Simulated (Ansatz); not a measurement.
# GaAs (F-43m) in Ansatz: a series of runs, part 2 of 2

Ansatz 0.2.0. The steps go on from the part before.

## 4. Born charges and dielectric tensor, LDA

Contents of input.yaml:

```yaml
crystal:
  lattice:
    - [0.0, 2.82685, 2.82685]
    - [2.82685, 0.0, 2.82685]
    - [2.82685, 2.82685, 0.0]
  atoms:
    - { symbol: As, position: [0.75, 0.75, 0.75] }
    - { symbol: Ga, position: [0.0, 0.0, 0.0] }
hamiltonian:
  xc: lda
  pseudopotentials: { kind: paw }
kpoints:
  mp_grid: { grid: [8, 8, 8] }
scf:
  occupations: { method: fixed }
output:
  eigenvalues: true
dielectric:
  method: response
```

Potentials or basis: Ansatz PAW.

Command:

```bash
$ ansatz run input.yaml --threads 2 --pin off --max-ram 5632MiB --backend cpu --events-out ev --progress --plain --runs-dir out
```

Output:

```text
Warning: RAYON_NUM_THREADS=2 ignored (pool sized by the plan → 2); use --threads N
Engine: ansatz 0.2.0, x86_64-unknown-linux-gnu
Pseudopotentials: kind: paw
Pseudopotential: As, paw, valence charge 15, recommended cutoff 420 eV (normal), As.paw.azcp
Pseudopotential: Ga, paw, valence charge 13, recommended cutoff 420 eV (normal), Ga.paw.azcp
Functional definition: SPW92
  exchange = slater_x
  correlation = pw_c
Crystal: 2 atoms, lattice volume = 45.179 Å³
Basis set: ecut = 420 eV, 893 PW (Γ), exchange–correlation on 54×54×54 points (8 copies of the dense FFT grid, shifted against one another)
Bands: 18, of which v1, the nominal top of the filled ones, is band 14 counted from 1 (13 counted from 0)
Symmetry: 24 space group operations
k-points: 95 of 512 (irreducible under 4 space group operations, time reversal used)
Non-local potential: As, projectors of the file, l = 0: 2, l = 1: 2, l = 2: 3, l = 3: 1
Non-local potential: Ga, projectors of the file, l = 0: 2, l = 1: 2, l = 2: 3, l = 3: 1
PAW form: soft (Blöchl's): semilocal exchange-correlation on the pseudo side does not see the compensation charge
PAW frozen core: As, regenerated for the run's functional, and the local potential with it (the file was generated under x = pbe(κ = 0.804, μ = 0.2195149727645171), c = pbe(β = 0.06672455060314922))
PAW frozen core: Ga, regenerated for the run's functional, and the local potential with it (the file was generated under x = pbe(κ = 0.804, μ = 0.2195149727645171), c = pbe(β = 0.06672455060314922))
PAW one-centre angular grid: As, 590 points (default); XC on 64 Gauss nodes
PAW one-centre angular grid: Ga, 590 points (default); XC on 64 Gauss nodes
Initial density: superposition of atomic densities (neutral atoms: chi_scale 0, normalization atom), corrected by the library's trained network
Initial wavefunctions: pseudopotential atomic-orbital guess
Functional: x = slater, c = lda
SCF iter   1: F=—  HF=-8481.288069 eV  |F-HF|=—  |Δ(HF+E_count)|=         —  Δρ=5.05e-3  dr2=7.68e-3  ethr=1.77e-3  ⟨swp⟩=4.8  Hψ=7149  notcnv=0  defer=149
preconditioner: auto → none  [insulator: Δε(μ)=0.256 eV  Ē_g=15.467 eV  n_scr=14 (ndim 8)  ℏωp=23.4 eV  f_vac=0.086  ε∞_Penn≈3.3]
SCF iter   2: F=—  HF=-8481.285046 eV  |F-HF|=—  |Δ(HF+E_count)|=   3.02e-3  Δρ=2.52e-3  dr2=1.11e-3  ethr=2.74e-5  ⟨swp⟩=2.8  Hψ=3748  notcnv=0  defer=180
SCF iter   3: F=—  HF=-8481.284970 eV  |F-HF|=—  |Δ(HF+E_count)|=   7.61e-5  Δρ=7.15e-4  dr2=2.04e-4  ethr=3.97e-6  ⟨swp⟩=2.0  Hψ=2765  notcnv=0  defer=180
SCF iter   4: F=—  HF=-8481.284886 eV  |F-HF|=—  |Δ(HF+E_count)|=   8.40e-5  Δρ=2.59e-4  dr2=1.29e-5  ethr=7.28e-7  ⟨swp⟩=2.0  Hψ=2765  notcnv=0  defer=180
SCF iter   5: F=—  HF=-8481.284887 eV  |F-HF|=—  |Δ(HF+E_count)|=   9.86e-7  Δρ=1.62e-5  dr2=8.81e-8  ethr=4.62e-8  ⟨swp⟩=2.0  Hψ=2189  notcnv=0
SCF iter   6: F=—  HF=-8481.284884 eV  |F-HF|=—  |Δ(HF+E_count)|=   3.08e-6  Δρ=3.99e-6  dr2=3.74e-9  ethr=3.15e-10  ⟨swp⟩=2.0  Hψ=2565  notcnv=0
SCF iter   7: F=-8481.284884 eV  HF=-8481.284884 eV  |F-HF|=2.00e-11  |Δ(HF+E_count)|=   1.07e-9  Δρ=2.70e-7  dr2=1.80e-11  ethr=1.00e-12  ⟨swp⟩=2.8  Hψ=7126  notcnv=0
SCF 1 converged in 7 iterations: F = -8481.284884 eV  dr2 = 1.80e-11
NSCF: frozen V_eff on 6 k-points
DFPT response loops at Γ: preconditioner auto → none (the input reference at scf.mixing.eps_inf says where Resta's filter doesn't serve); β = 0.50; Broyden in place of MSR1
── the response to a field inside a basis, on 10×10×10 k-points: an SCF that follows is theirs, and a resumed run solves both again ──
Bands: 15, of which v1, the nominal top of the filled ones, is band 14 counted from 1 (13 counted from 0)
k-points: 110
Initial density: handed on by an earlier stage of this run
Initial wavefunctions: pseudopotential atomic-orbital guess (no wavefunctions were taken with the density)
Eigensolver: Dense (110 Hₖ)
SCF iter   1: F=—  HF=-8481.288869 eV  |F-HF|=—  |Δ(HF+E_count)|=         —  Δρ=2.11e-4  dr2=2.47e-5  ethr=1.00e-1
preconditioner: auto → none  [insulator: Δε(μ)=0.302 eV  Ē_g=12.997 eV  n_scr=14 (ndim 8)  ℏωp=23.4 eV  f_vac=0.071  ε∞_Penn≈4.3]
SCF iter   2: F=—  HF=-8481.288860 eV  |F-HF|=—  |Δ(HF+E_count)|=   9.37e-6  Δρ=9.15e-5  dr2=2.41e-6  ethr=8.81e-8
SCF iter   3: F=—  HF=-8481.288859 eV  |F-HF|=—  |Δ(HF+E_count)|=   6.10e-7  Δρ=3.74e-5  dr2=4.60e-7  ethr=8.59e-9
SCF iter   4: F=-8481.288859 eV  HF=-8481.288859 eV  |F-HF|=5.55e-8  |Δ(HF+E_count)|=   8.67e-8  Δρ=8.30e-6  dr2=2.08e-8  ethr=1.64e-9
SCF 1 converged in 4 iterations: F = -8481.288859 eV  dr2 = 2.08e-8
DFPT response loops at Γ: mixed as the last ones told, above
SCF converged after 7 iterations
Free energy (F): -8481.284884 eV
Harris-Foulkes:  -8481.284884 eV  (|F-HF|=2.00e-11)
Internal energy: -8481.284884 eV  (E = F + TS)
E sigma→0 (E₀):  -8481.284884 eV
Fermi energy:    7.871627 eV
--- Per-component energies (eV) ---
  E_band       = -323.789581
  E_kinetic    = 220.195969
  E_local      = -3927.030831  (includes V_loc(G=0)·N_el)
  E_nonlocal   = -238.564061
  E_hartree    = 1973.713459
  E_xc         = -147.895767
  E_vxc        = -138.359731  (∫ρ·V_xc dr)
  E_paw        = -3666.779431  (= ΣΔE_a)
  E_vpaw       = -187.457875  (= ΣTr[D̂ρ^β])
  E_aug_tail   = -0.000146  (compensation charges beyond the density's cutoff)
  E_ewald      = -2698.727786
  E_core_change = 3.803710  (= ΣΔE_core)
  E_smearing   = -0.000000  (= −TS)
  E_closure    = 0.000000  (closes the sum)
  Σ components = -8481.284884   (vs F -8481.284884, Δ=0.00e0)
--- Band table (eV; the first three rows and the last of 95) ---
  k-point 0: bands = ["-27.4211", "-27.4211", "-27.4211", "-27.4111", "-27.4111", "-7.0299", "-7.0299", "-7.0299", "-6.9519", "-6.9519", "-4.9115", "7.8716", "7.8716", "7.8716", "8.1551", "11.5574", "11.5574", "11.5574"]
  k-point 1: bands = ["-27.4210", "-27.4210", "-27.4210", "-27.4110", "-27.4110", "-7.0432", "-7.0263", "-7.0263", "-6.9521", "-6.9521", "-4.7295", "5.8336", "7.6343", "7.6343", "9.3114", "11.9051", "11.9051", "11.9775"]
  k-point 2: bands = ["-27.4210", "-27.4206", "-27.4206", "-27.4110", "-27.4110", "-7.0724", "-7.0187", "-7.0187", "-6.9517", "-6.9517", "-4.2215", "3.6697", "7.1911", "7.1911", "9.1726", "12.4230", "12.4230", "13.6853"]
  k-point 94: bands = ["-27.4208", "-27.4204", "-27.4193", "-27.4112", "-27.4105", "-7.1278", "-6.9989", "-6.9860", "-6.9626", "-6.9483", "-2.3631", "1.1835", "4.3160", "4.5061", "12.4054", "12.5074", "13.1698", "13.8254"]
--- Dielectric response (ions clamped): 3 representative field directions + reference, inside a basis on a mesh of 1000 k-points (Σ response iterations 15) ---
  ε∞ (high-frequency dielectric tensor):
       15.048835    -0.000000    -0.000000
       -0.000000    15.048835     0.000000
       -0.000000     0.000000    15.048835
  Born effective charges Z* (e; rows j = field, columns β = displacement):
    site 0:
        -2.11421    0.00000    0.00000
        -0.00000   -2.11421   -0.00000
        -0.00000   -0.00000   -2.11421
    site 1:
         2.11421   -0.00000   -0.00000
         0.00000    2.11421    0.00000
         0.00000    0.00000    2.11421
  Z* charge neutrality: 1.985e-4 e pre-enforcement
  solved inside a basis spanned on kpoints, on 10×10×10 k-points transformed towards the longest dipole: ε∞ is read to err by 4.3e-2, Z* by 1.6e-2 e (field_mesh: kpoints solves on kpoints); Z* is corrected for what the basis lacks
```

It took 1.8 min on 2 threads of Intel Xeon at 2.50GHz (Skylake/Cascade Lake), shared host; peak memory 0.64 GiB.

Results:

```yaml
Free_energy: -8481.2849 eV
Band_gap_on_the_k_mesh: 0.28 eV, direct
Electronic_dielectric_tensor_diagonal: 15.05
Born_charges_mean_of_the_diagonal: As -2.11; Ga +2.11 e
```

Levels at points of the mesh, in eV from the valence-band top:
| k point | band 12 | band 13 | band 14 | band 15 | band 16 | band 17 |
| --- | --- | --- | --- | --- | --- | --- |
| (0.00, 0.00, 0.00) | 0.00 | 0.00 | 0.00 | 0.28 | 3.69 | 3.69 |
| (0.00, 0.00, -0.50) | -6.69 | -1.14 | -1.14 | 0.85 | 4.59 | 4.59 |
| (0.00, -0.50, -0.50) | -6.87 | -2.68 | -2.68 | 1.35 | 1.56 | 10.04 |
| (-0.50, 0.00, 0.00) | -6.69 | -1.14 | -1.14 | 0.85 | 4.59 | 4.59 |
| (-0.50, 0.00, -0.50) | -6.87 | -2.68 | -2.68 | 1.35 | 1.56 | 10.04 |

Electronic dielectric tensor:
```
15.05  0.00  0.00
 0.00 15.05  0.00
 0.00  0.00 15.05
```

Born effective charge tensors (e):
atom 1, As
```
-2.11  0.00  0.00
 0.00 -2.11  0.00
 0.00  0.00 -2.11
```
atom 2, Ga
```
2.11 0.00 0.00
0.00 2.11 0.00
0.00 0.00 2.11
```

Caveat: the gap is small at this level, which inflates the dielectric constant; the PAW data sets come from PBE, with cores solved anew for the run's functional, which leaves a small shift of forces and pressure.

## 5. Overview

```csv
task,level,k mesh,smearing,points for each segment of the path,mesh quality,gap on the mesh (eV),pressure (GPa)
band structure,PBE0,4 × 4 × 4,fermi-dirac 0.05 eV,4,coarse,2.13,1.2
band structure,B3LYP,4 × 4 × 4,fermi-dirac 0.05 eV,4,coarse,1.62,4.4
Born charges and dielectric tensor,LDA,8 × 8 × 8,fixed,-,not flagged,0.28,-
```

Alike in all rows: potentials or basis Ansatz PAW; no spin polarisation; cell as given; cutoff (eV) 420.

Caveats: some runs use coarse meshes; the PAW data sets come from PBE, with cores solved anew for the run's functional, which leaves a small shift of forces and pressure; the thresholds are loose for stress (some runs); the gap is small at this level, which inflates the dielectric constant (some runs).

Absolute energies hang on the potentials; compare differences alone.

## 6. How close it comes

Step 4. Against the measured gap of GaAs, 1.418 eV (direct; 300 K; “Evidence of valence band perturbations in GaAsN/GaAs(001): A combined variable-angle spectroscopic ellipsometry and modulated photoreflectance investigation”, 2008, arxiv:0805.2212), the calculated 0.28 eV is off by -1.13 eV. So large a miss can be the level of theory's own, or it may mean another phase, state or a wrong row. 3 values of this kind are on record (1.412 to 1.51 eV); this one was drawn at random among those near their median, those with a stated uncertainty first. Spin-orbit coupling on As, Ga is left out. The value is that of LDA, without temperature or zero-point motion. Semilocal functionals fall short of measured gaps as a rule. Against the measured high-frequency dielectric constant of GaAs, 10.89 (300 K; a printed reference work, textbook), the calculated 15.05 is off by +38.2 %. So large a miss can be the level of theory's own, or it may mean another phase, state or a wrong row.
